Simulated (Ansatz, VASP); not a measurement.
**ZnSe (Stilleite) in VASP and in Ansatz**

```
Zn Se
1.0
     0.00000    2.83242    2.83242
     2.90295    0.00000    2.83242
     2.90295    2.83242    0.00000
Zn Se
1 1
Direct
  0.00000 0.00000 0.00000
  0.25000 0.25000 0.25000
```

Change from the starting cell: uniaxial_x strain +2.5%.

Alike in both runs: task single point; functional r2SCAN; k mesh 8 × 8 × 8; no spin polarisation.

|  | VASP | Ansatz |
| --- | --- | --- |
| version | VASP 6.6.1 | Ansatz 0.2.0 |
| potentials or method | VASP PAW PBE potentials, release 64 (Zn, Se) | plane waves, PAW |
| plane-wave cutoff (eV) | 520 | 500 |
| occupations | gaussian, width 0.01 eV | fixed |
| valence electrons in the cell | 18 | 28 |

```tsv
	VASP	Ansatz	Ansatz less VASP
gap on the k mesh at the Fermi level (eV)	1.73	1.73	-0.002
pressure (GPa)	-1.4	-1.5	-0.10
largest component of the traceless stress (GPa)	0.63	0.65	+0.017
```

The two sets of potentials don't hold the same shells in valence.

Caveats: the PAW data sets were made with another functional, which shifts forces and pressure a little (VASP).
